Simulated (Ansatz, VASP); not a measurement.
**One calculation of Li2O, two programs**

```
CELL_PARAMETERS angstrom
0.00000 2.32685 2.32685
2.32685 0.00000 2.32685
2.32685 2.32685 0.00000
ATOMIC_POSITIONS crystal
Li 0.75000 0.75000 0.75000
Li 0.25000 0.25000 0.25000
O 0.00000 0.00000 0.00000
```

The cell comes from a database or a generator and needn't be the stable form of this composition.

Alike in both runs: task single point; functional PBE; k mesh 6 × 6 × 6; occupations gaussian, width 0.1 eV; no spin polarisation.

|  | VASP | Ansatz |
| --- | --- | --- |
| version | VASP 6.6.1 | Ansatz 0.2.0 |
| potentials or method | VASP PAW PBE potentials, release 64 (Li_sv, O) | scalar-relativistic, plane waves, PAW |
| plane-wave cutoff (eV) | 520 | 420 |
| valence electrons in the cell | 12 | 12 |

Ansatz gave:

| Quantity | Value |
| --- | --- |
| gap on the k mesh at the Fermi level (eV) | 4.95 |
| least direct gap on the mesh (eV) | 5.11 |

**Question.** Estimate VASP's values.

**Answer.** gap on the k mesh at the Fermi level (eV): 4.93; least direct gap on the mesh (eV): 5.12.

 A k mesh can miss the band edges.
